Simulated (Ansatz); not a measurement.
# BaO (rocksalt): zero-pressure volume and bulk modulus with PBE + D3(BJ)

The task here is to estimate one member of a computed series from the others.

Program: Ansatz 0.2.0. Level of theory: DFT PBE + D3(BJ), scalar-relativistic, plane waves, PAW. These are calculated values, not measurements.

### The system as given

It takes space group Fm-3m (No. 225, cubic). Conventional cell: a = 5.500 Å, b = 5.500 Å, c = 5.500 Å, α = 90.00°, β = 90.00°, γ = 90.00°. Ba (site symmetry m-3m) has 6 O at 2.75 Å in its first shell of neighbours. O (site symmetry m-3m) is surrounded by 6 Ba at 2.75 Å.

Structure file:

```
Ba O
1.0
     0.00000    2.75000    2.75000
     2.75000    0.00000    2.75000
     2.75000    2.75000    0.00000
Ba O
1 1
Direct
  0.50000 0.50000 0.50000
  0.00000 0.00000 0.00000
```

At PBE, an earlier run found 3.02 GPa for this cell of 20.797 Å³/atom (8×8×8 mesh), mesh gap 1.97 eV. The cell is compressed at this level.

Set-up of the first run:

input.yaml

```yaml
crystal:
  lattice:
    - [0.0, 2.7500011019, 2.7500011019]
    - [2.7500011019, 0.0, 2.7500011019]
    - [2.7500011019, 2.7500011019, 0.0]
  atoms:
    - { symbol: Ba, position: [0.5, 0.5, 0.5] }
    - { symbol: O, position: [0.0, 0.0, 0.0] }
basis:
  ecutwfc: 420
  ecutrho_ratio: 4
kpoints:
  mp_grid: { grid: [8, 8, 8] }
hamiltonian:
  xc: pbe
  dispersion: d3bj
scf:
  occupations: { method: gaussian, width: 0.05 }
output:
  forces: true
  stress: true
  eigenvalues: true
```

On the command line:

```sh
ansatz run input.yaml --threads 4 --pin off --max-ram 8192MiB --backend cpu --events-out ev --progress --plain --runs-dir out
```

Among the steps run: At the given cell; Stepping to 20.960 Å³/atom; Stepping to 21.121 Å³/atom; Volume × 0.98 of the new zero; Volume × 1.02 of the new zero; Volume × 0.96 of the new zero; Volume × 1.04 of the new zero.

One table of the session follows, with a row left open; its other results are not shown here.

It belongs to the step «Energy and pressure against volume». 

| volume (Å³/atom) | energy (meV/atom) | pressure (GPa) |
| --- | --- | --- |
| 20.276 | 8.40 | 3.29 |
| 20.699 | ? | ? |
| 21.121 | 0.00 | 0.00 |
| 21.544 | 1.90 | -1.39 |
| 21.966 | 7.23 | -2.63 |

**Question.** Estimate the row for volume (Å³/atom) = 20.699.

Worked estimate for «energy (meV/atom)». A straight line through the neighbours (20.276, 8.40) and (21.121, 0.00) gives 8.40 + (0.00 − 8.40) × (20.699 − 20.276) / (21.121 − 20.276) = 4.20; a parabola fitted to 3 rows on both sides gives 2.16.

**Answer.** energy (meV/atom): 2.06; pressure (GPa): 1.55. In «energy (meV/atom)» the line misses by +2.14 and the parabola by +0.10.
